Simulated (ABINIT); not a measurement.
# CdS (Greenockite) (P6_3mc) in ABINIT: notebook

Aim: see how the results for CdS (Greenockite) move with the level of theory and the settings. Levels: HCTH407, LDA. Tasks: band structure.

Everything below comes from runs of ABINIT 10.8.3 (patched build). Logs are shortened: lines on timing, memory, paths and dates and some standing lists are left out, and cuts for length are marked. The log counts tension as positive stress, the text compression.

**Measured values to compare with.**

“Isotope dependence of band-gap energy”, 2008, arxiv:0807.2152 quotes, for a bulk crystal of CdS: band gap 2.5809 ± 0.0002 eV.

How close the calculation comes is told below.

**1. Starting point**

The structure is hexagonal, space group P6_3mc (No. 186). Conventional cell: a = 4.150 Å, b = 4.150 Å, c = 6.737 Å, α = 90.00°, β = 90.00°, γ = 120.00°. Cd (site symmetry 3m) is surrounded by 4 S at 2.53 to 2.54 Å. S (site symmetry 3m) is surrounded by 4 Cd at 2.53 to 2.54 Å.

**2. Band structure, HCTH407**

run.abi reads:

```
ndtset 2

pp_dirpath "./"
pseudos "Cd.GGA_PBE-JTH.xml, S.GGA_PBE-JTH.xml"

acell 3*1.0 Angstrom
rprim
     4.1500000000     0.0000000000     0.0000000000
    -2.0750000000     3.5940054257     0.0000000000
     0.0000000000     0.0000000000     6.7370000000
ntypat 2
znucl 48 16
natom 4
typat 1 1 2 2
xred
     0.6666666667     0.3333333333     0.5000000000
     0.3333333333     0.6666666667     0.0000000000
     0.6666666667     0.3333333333     0.8750000000
     0.3333333333     0.6666666667     0.3750000000

ecut 20.0
pawecutdg 40.0

ixc 27

occopt 3
tsmear 0.05 eV

nstep 100

iomode 3
prtwf 0
prteig 0
prtebands 0
enunit 1
prtden1 1

kptopt1 1
ngkpt1 7 7 4
nshiftk1 1
shiftk1 0.0 0.0 0.0
nband1 22
tolvrs1 1.0e-9

iscf2 -2
getden2 1
nband2 26
nbdbuf2 2
tolwfr2 1.0e-12
kptopt2 -7
ndivsm2 5
prteig2 1
prtvol2 -3
kptbounds2
     0.0000000000     0.0000000000     0.0000000000
     0.5000000000     0.0000000000     0.0000000000
     0.3333333333     0.3333333333     0.0000000000
     0.0000000000     0.0000000000     0.0000000000
     0.0000000000     0.0000000000     0.5000000000
     0.5000000000     0.0000000000     0.5000000000
     0.3333333333     0.3333333333     0.5000000000
     0.0000000000     0.0000000000     0.5000000000
```

Potentials or basis: JTH PAW PBE v2.0.

Command:

```console
abinit run.abi > log 2>&1
```

run.abo:

```text
.Version 10.8.3 of ABINIT
 DATASET    1 : space group P6_3 m c (#186); Bravais hP (primitive hexag.)
================================================================================
 Values of the parameters that define the memory need for DATASET  1.
     intxc =       0    ionmov =       0      iscf =       7    lmnmax =      18
     lnmax =       6     mgfft =      54  mpssoang =       3    mqgrid =    3625
     natom =       4  nloc_mem =       2    nspden =       1   nspinor =       1
    nsppol =       1      nsym =      12    n1xccc =       1    ntypat =       2
    occopt =       3   xclevel =       2
       mpw =        2922          nfft =       55296          nkpt =          24
 PAW method is used; the additional fine FFT grid is defined by:
   mgfftf=        75    nfftf =    172800
================================================================================
================================================================================

 DATASET    2 : space group P6_3 m c (#186); Bravais hP (primitive hexag.)
================================================================================
 Values of the parameters that define the memory need for DATASET  2.
     intxc =       0    ionmov =       0      iscf =      -2    lmnmax =      18
     lnmax =       6     mgfft =      54  mpssoang =       3    mqgrid =    3625
     natom =       4  nloc_mem =       2    nspden =       1   nspinor =       1
    nsppol =       1      nsym =      12    n1xccc =       1    ntypat =       2
    occopt =       3   xclevel =       2
       mpw =        2922          nfft =       55296          nkpt =          56
 PAW method is used; the additional fine FFT grid is defined by:
   mgfftf=        75    nfftf =    172800
================================================================================
================================================================================

--------------------------------------------------------------------------------
------------- Echo of variables that govern the present computation ------------
--------------------------------------------------------------------------------
 -outvars: echo values of preprocessed input variables --------
            acell      1.8897261259E+00  1.8897261259E+00  1.8897261259E+00 Bohr
              amu      1.12411000E+02  3.20660000E+01
             ecut      2.00000000E+01 Hartree
           enunit           1
           getden1          0
           getden2          1
             iscf1          7
             iscf2         -2
              ixc          27
[... 919 lines left out ...]

 ----iterations are completed or convergence reached----

 Mean square residual over all n,k,spin=   64.941E-14; max=  99.923E-14
 reduced coordinates (array xred) for    4 atoms
       0.666666666667      0.333333333333      0.500000000000
       0.333333333333      0.666666666667      0.000000000000
       0.666666666667      0.333333333333      0.875000000000
       0.333333333333      0.666666666667      0.375000000000

 cartesian coordinates (angstrom) at end:
    1      2.07500000000000     1.19800180856667     3.36850000000000
    2      0.00000000000000     2.39600361713333     0.00000000000000
    3      2.07500000000000     1.19800180856667     5.89487500000000
    4      0.00000000000000     2.39600361713333     2.52637500000000
 length scales=  1.889726125908  1.889726125908  1.889726125908 bohr
              =  1.000000000000  1.000000000000  1.000000000000 angstroms
 Eigenvalues (   eV  ) for nkpt=  56  k points:
 kpt#   1, nband= 26, wtk=  1.00000, kpt=  0.0000  0.0000  0.0000 (reduced coord)
  -8.86764   -8.49439   -4.71255   -4.69421   -4.69421   -4.61863   -4.61863   -4.34761
  -4.34761   -4.27051   -4.27051   -3.90244   -0.79073    2.57607    2.57607    3.24580
   3.28140    3.28140    4.95163    6.46650   10.08446   10.08446   10.40908   11.15502
  11.15502   11.51937
 kpt#   2, nband= 26, wtk=  1.00000, kpt=  0.0556  0.0000  0.0000 (reduced coord)
  -8.85778   -8.49016   -4.70911   -4.69025   -4.68526   -4.61408   -4.61315   -4.34948
  -4.34768   -4.27420   -4.26966   -3.89520   -0.77118    2.45400    2.53972    3.09330
   3.22558    3.26139    5.13423    6.58693    9.97824   10.13039   10.46115   11.08122
  11.22068   11.48120
 kpt#   3, nband= 26, wtk=  1.00000, kpt=  0.1111  0.0000  0.0000 (reduced coord)
  -8.82920   -8.47820   -4.69860   -4.67912   -4.65907   -4.60019   -4.59733   -4.35487
  -4.34730   -4.28399   -4.26728   -3.87460   -0.71465    2.13403    2.43822    2.67898
   3.16355    3.20305    5.53273    6.89038    9.73069   10.25526   10.56270   10.93643
  11.38837   11.41176
 kpt#   4, nband= 26, wtk=  1.00000, kpt=  0.1667  0.0000  0.0000 (reduced coord)
  -8.78485   -8.46050   -4.68269   -4.66301   -4.61674   -4.57515   -4.57301   -4.36292
[... 249 lines left out ...]
  -8.64948   -8.64927   -4.64667   -4.64661   -4.64421   -4.64418   -4.45740   -4.45679
  -4.30403   -4.30403   -4.29055   -4.29047    0.92878    0.92911    2.62181    2.62184
   2.81175    2.81187    6.84829    6.84854    9.55238    9.55293   10.54989   10.55004
  10.67628   10.67645
 kpt#  55, nband= 26, wtk=  1.00000, kpt=  0.0303  0.0303  0.5000 (reduced coord)
  -8.66807   -8.66786   -4.65773   -4.65770   -4.65732   -4.65730   -4.46506   -4.46434
  -4.30441   -4.30440   -4.30132   -4.30130    0.96740    0.96776    2.83188    2.83197
   2.89064    2.89076    6.59876    6.59907    9.79455    9.79524   10.47965   10.47977
  10.50303   10.50308
 kpt#  56, nband= 26, wtk=  1.00000, kpt=  0.0000  0.0000  0.5000 (reduced coord)
  -8.67452   -8.67431   -4.66177   -4.66177   -4.66175   -4.66175   -4.46771   -4.46695
  -4.30451   -4.30451   -4.30451   -4.30451    0.97752    0.97789    2.91699    2.91699
   2.91711    2.91711    6.50135    6.50169    9.91661    9.91746   10.43299   10.43299
  10.43317   10.43317

== END DATASET(S) ==============================================================
================================================================================

 -outvars: echo values of variables after computation  --------
            acell      1.8897261259E+00  1.8897261259E+00  1.8897261259E+00 Bohr
           etotal1    -1.1687098302E+02
            fcart1     2.1459133858E-28  1.9327521267E-28 -1.1937352488E-03
                       4.2918267716E-29 -2.4778873419E-29 -1.1937352488E-03
                      -6.0085574802E-29 -1.2389436710E-28  1.1937352488E-03
                      -1.9742403149E-28 -4.4601972154E-29  1.1937352488E-03
            rprim      4.1500000000E+00  0.0000000000E+00  0.0000000000E+00
                      -2.0750000000E+00  3.5940054257E+00  0.0000000000E+00
                       0.0000000000E+00  0.0000000000E+00  6.7370000000E+00
           strten1    -1.3546873330E-04 -1.3546873329E-04 -1.6071555820E-04
                       0.0000000000E+00  0.0000000000E+00  0.0000000000E+00
           xangst      2.0750000000E+00  1.1980018086E+00  3.3685000000E+00
                       8.9138723714E-17  2.3960036171E+00  0.0000000000E+00
                       2.0750000000E+00  1.1980018086E+00  5.8948750000E+00
                       8.9138723714E-17  2.3960036171E+00  2.5263750000E+00
             xred      6.6666666667E-01  3.3333333333E-01  5.0000000000E-01
                       3.3333333333E-01  6.6666666667E-01  0.0000000000E+00
                       6.6666666667E-01  3.3333333333E-01  8.7500000000E-01
                       3.3333333333E-01  6.6666666667E-01  3.7500000000E-01
 Calculation completed.
```

Wall time 4.3 min (1 thread of Arm Neoverse V2, shared host); peak memory 0.19 GiB.

Results:

```yaml
Free_energy: -3180.2215 eV
Largest_force: 0.061 eV/Å
Band_gap_on_the_k_mesh: 1.67 eV, direct
Valence_electrons_inside_the_program's_atomic_spheres: Cd 10.49; S 3.64
```

Forces in eV/Å, atoms in the order of the input:
```
Cd   0.000  0.000 -0.061
Cd   0.000  0.000 -0.061
S    0.000  0.000  0.061
S    0.000  0.000  0.061
```

Levels at the corners of the path, in eV from the valence-band top:
```csv
point,band 14,band 15,band 16,band 17,band 18,band 19,band 20,band 21,band 22,band 23
Γ,-0.71,-0.71,-0.04,0.00,0.00,1.67,3.19,6.80,6.80,7.13
M,-3.29,-2.42,-1.72,-1.16,-0.68,4.03,4.29,5.60,6.76,7.34
K,-3.45,-2.79,-1.69,-1.69,-1.47,5.22,5.26,5.26,7.73,7.85
Γ,-0.71,-0.71,-0.04,0.00,0.00,1.67,3.19,6.80,6.80,7.13
A,-2.30,-0.36,-0.36,-0.36,-0.36,3.22,3.22,6.64,6.64,7.15
L,-3.87,-1.22,-1.22,-1.22,-1.22,3.91,3.91,5.78,5.78,8.42
H,-3.77,-2.19,-2.19,-1.03,-1.03,4.71,4.71,6.63,6.63,6.84
A,-2.30,-0.36,-0.36,-0.36,-0.36,3.22,3.22,6.64,6.64,7.15
```

Caveat: the cutoff is too short for stress, so the log's stress isn't used; the PAW data sets were made with another functional, which shifts forces and pressure a little.

**3. Band structure, LDA**

Changes to run.abi since step 2:

```diff
@@ -1,11 +1,14 @@
+# Datasets: ground state, then fixed potential
 ndtset 2
 
+# Pseudopotentials
 pp_dirpath "./"
-pseudos "Cd.GGA_PBE-JTH.xml, S.GGA_PBE-JTH.xml"
+pseudos "Cd.hgh, S.hgh"
 
-acell 3*1.0 Angstrom
+# Structure
+acell 3*1.0
 rprim
-     4.1500000000     0.0000000000     0.0000000000
-    -2.0750000000     3.5940054257     0.0000000000
-     0.0000000000     0.0000000000     6.7370000000
+     7.8423634172     0.0000000000     0.0000000000
+    -3.9211817086     6.7916859450     0.0000000000
+     0.0000000000     0.0000000000    12.7310849016
 ntypat 2
@@ -20,7 +23,9 @@
 
-ecut 20.0
-pawecutdg 40.0
+# Plane-wave basis
+ecut 28.0
 
-ixc 27
+# Exchange and correlation
+ixc 7
 
+# Bands and occupations
 occopt 3
@@ -28,4 +33,6 @@
 
+# SCF cycle
 nstep 100
 
+# Output
 iomode 3
@@ -37,2 +44,3 @@
 
+# Dataset 1
 kptopt1 1
@@ -41,8 +49,9 @@
 shiftk1 0.0 0.0 0.0
-nband1 22
-tolvrs1 1.0e-9
+nband1 12
+tolvrs1 1.0e-10
 
+# Dataset 2: bands along G-M-K-G-A-L-H-A
 iscf2 -2
 getden2 1
-nband2 26
+nband2 16
 nbdbuf2 2
@@ -50,5 +59,4 @@
 kptopt2 -7
-ndivsm2 5
+ndivsm2 8
 prteig2 1
-prtvol2 -3
 kptbounds2
```

Potentials or basis: HGH LDA.

Command:

```console
abinit run.abi > log 2>&1
```

run.abo:

```text
.Version 10.8.3 of ABINIT
 DATASET    1 : space group P6_3 m c (#186); Bravais hP (primitive hexag.)
================================================================================
 Values of the parameters that define the memory need for DATASET  1.
     intxc =       0    ionmov =       0      iscf =       7    lmnmax =       6
     lnmax =       6     mgfft =      64  mpssoang =       3    mqgrid =    3033
     natom =       4  nloc_mem =       1    nspden =       1   nspinor =       1
    nsppol =       1      nsym =      12    n1xccc =       0    ntypat =       2
    occopt =       3   xclevel =       1
       mpw =        4820          nfft =      102400          nkpt =          24
================================================================================
================================================================================

 DATASET    2 : space group P6_3 m c (#186); Bravais hP (primitive hexag.)
================================================================================
 Values of the parameters that define the memory need for DATASET  2.
     intxc =       0    ionmov =       0      iscf =      -2    lmnmax =       6
     lnmax =       6     mgfft =      64  mpssoang =       3    mqgrid =    3033
     natom =       4  nloc_mem =       1    nspden =       1   nspinor =       1
    nsppol =       1      nsym =      12    n1xccc =       0    ntypat =       2
    occopt =       3   xclevel =       1
       mpw =        4866          nfft =      102400          nkpt =          91
================================================================================
================================================================================

--------------------------------------------------------------------------------
------------- Echo of variables that govern the present computation ------------
--------------------------------------------------------------------------------
 -outvars: echo values of preprocessed input variables --------
            acell      1.0000000000E+00  1.0000000000E+00  1.0000000000E+00 Bohr
              amu      1.12411000E+02  3.20660000E+01
[... 885 lines left out ...]
 kpt#   3, nband= 16, wtk=  1.00000, kpt=  0.0667  0.0000  0.0000 (reduced coord)
 -10.37423   -9.55011   -2.60152    0.54653    0.69048    1.10231    1.33482    1.37432
   3.32609    4.74835    8.00975    8.25526    8.62642    9.18506    9.42375    9.46569
 kpt#   4, nband= 16, wtk=  1.00000, kpt=  0.1000  0.0000  0.0000 (reduced coord)
 -10.34354   -9.53239   -2.56399    0.33086    0.62992    0.82551    1.29966    1.34265
   3.59712    4.96234    7.84311    8.34313    8.69190    9.06105    9.38569    9.54673
 kpt#   5, nband= 16, wtk=  1.00000, kpt=  0.1333  0.0000  0.0000 (reduced coord)
 -10.30138   -9.50880   -2.51320    0.06942    0.52342    0.55207    1.25012    1.29962
   3.88995    5.20706    7.66724    8.45117    8.67980    9.01104    9.29524    9.71162
 kpt#   6, nband= 16, wtk=  1.00000, kpt=  0.1667  0.0000  0.0000 (reduced coord)
 -10.24854   -9.48055   -2.45119   -0.21457    0.21607    0.46219    1.18591    1.24718
[... 242 lines left out ...]
  -9.94893   -9.94893   -1.15076   -1.15076    0.59626    0.59626    0.88446    0.88446
   5.28282    5.28282    7.36772    7.36772    8.68756    8.68756    8.93919    8.93919
 kpt#  88, nband= 16, wtk=  1.00000, kpt=  0.0588  0.0588  0.5000 (reduced coord)
  -9.98521   -9.98521   -1.10286   -1.10286    0.75893    0.75893    0.96033    0.96033
   5.05816    5.05816    7.55650    7.55650    8.66819    8.66819    8.77052    8.77052
 kpt#  89, nband= 16, wtk=  1.00000, kpt=  0.0392  0.0392  0.5000 (reduced coord)
 -10.01188  -10.01188   -1.07560   -1.07560    0.90995    0.90995    1.01464    1.01464
   4.86393    4.86393    7.74900    7.74900    8.61295    8.61295    8.64890    8.64890
 kpt#  90, nband= 16, wtk=  1.00000, kpt=  0.0196  0.0196  0.5000 (reduced coord)
 -10.02819  -10.02819   -1.06216   -1.06216    1.01827    1.01827    1.04717    1.04717
   4.73015    4.73015    7.91115    7.91115    8.55022    8.55022    8.56574    8.56574
 kpt#  91, nband= 16, wtk=  1.00000, kpt=  0.0000  0.0000  0.5000 (reduced coord)
 -10.03366  -10.03366   -1.05809   -1.05809    1.05806    1.05806    1.05806    1.05806
   4.68216    4.68216    7.98173    7.98173    8.52611    8.52611    8.52611    8.52611

== END DATASET(S) ==============================================================
================================================================================

 -outvars: echo values of variables after computation  --------
            acell      1.0000000000E+00  1.0000000000E+00  1.0000000000E+00 Bohr
           etotal1    -2.2690411166E+01
            fcart1    -2.1459133873E-30 -1.2389436718E-30 -4.1071206096E-04
                       2.1459133873E-30  1.2389436718E-30 -4.1071206096E-04
                       4.2918267745E-30  2.4778873436E-30  4.1071206096E-04
                      -4.2918267745E-30 -2.4778873436E-30  4.1071206096E-04
            rprim      7.8423634172E+00  0.0000000000E+00  0.0000000000E+00
                      -3.9211817086E+00  6.7916859450E+00  0.0000000000E+00
                       0.0000000000E+00  0.0000000000E+00  1.2731084902E+01
           strten1     4.5654405750E-04  4.5654405750E-04  4.4452149550E-04
                       0.0000000000E+00  0.0000000000E+00  0.0000000000E+00
           xangst      2.0749999986E+00  1.1980018078E+00  3.3684999977E+00
                      -8.6051649513E-17  2.3960036155E+00  0.0000000000E+00
                       2.0749999986E+00  1.1980018078E+00  5.8948749960E+00
                      -8.6051649513E-17  2.3960036155E+00  2.5263749983E+00
             xred      6.6666666667E-01  3.3333333333E-01  5.0000000000E-01
                       3.3333333333E-01  6.6666666667E-01  0.0000000000E+00
                       6.6666666667E-01  3.3333333333E-01  8.7500000000E-01
                       3.3333333333E-01  6.6666666667E-01  3.7500000000E-01
 Calculation completed.
```

Wall time 2.1 min (1 thread of Arm Neoverse V2, shared host); peak memory 0.17 GiB.

Results:

* Free energy: -617.4375 eV
* Pressure: -13.3 GPa
* Largest force: 0.021 eV/Å
* Band gap on the k mesh: 1.63 eV, direct
* Band gap along the path: 1.63 eV, direct
* Valence electrons inside the program's atomic spheres: Cd 0.36; S 3.83

Forces on the atoms (eV/Å):
```
Cd   0.000  0.000 -0.021
Cd   0.000  0.000 -0.021
S    0.000  0.000  0.021
S    0.000  0.000  0.021
```

Stress tensor (GPa, compression positive):
```
-13.43   0.00   0.00
  0.00 -13.43   0.00
  0.00   0.00 -13.08
```

Levels at the corners of the path, in eV from the valence-band top:
```csv
point,band 4,band 5,band 6,band 7,band 8,band 9,band 10,band 11,band 12,band 13
Γ,-0.66,-0.66,-0.04,0.00,0.00,1.63,3.15,6.78,6.78,7.15
M,-3.26,-2.41,-1.60,-1.20,-0.61,4.10,4.15,5.28,6.88,7.24
K,-3.33,-2.81,-1.70,-1.70,-1.51,4.83,5.65,5.65,7.23,7.67
Γ,-0.66,-0.66,-0.04,0.00,0.00,1.63,3.15,6.78,6.78,7.15
A,-2.46,-0.34,-0.34,-0.34,-0.34,3.28,3.28,6.58,6.58,7.13
L,-3.87,-1.16,-1.16,-1.15,-1.15,3.75,3.75,5.63,5.63,8.33
H,-3.70,-2.24,-2.24,-0.92,-0.92,4.69,4.69,6.32,6.32,6.99
A,-2.46,-0.34,-0.34,-0.34,-0.34,3.28,3.28,6.58,6.58,7.13
```

Caveat: HGH potentials are hard and often keep d shells in the core, so these values are rough.

**4. How close it comes**

Step 2. A measured gap of CdS is 2.5809 eV (quoted in “Isotope dependence of band-gap energy”, 2008, arxiv:0807.2152); the calculated 1.67 eV misses it by -0.91 eV. Spin-orbit coupling on Cd is left out. The value is that of HCTH407, without temperature or zero-point motion.
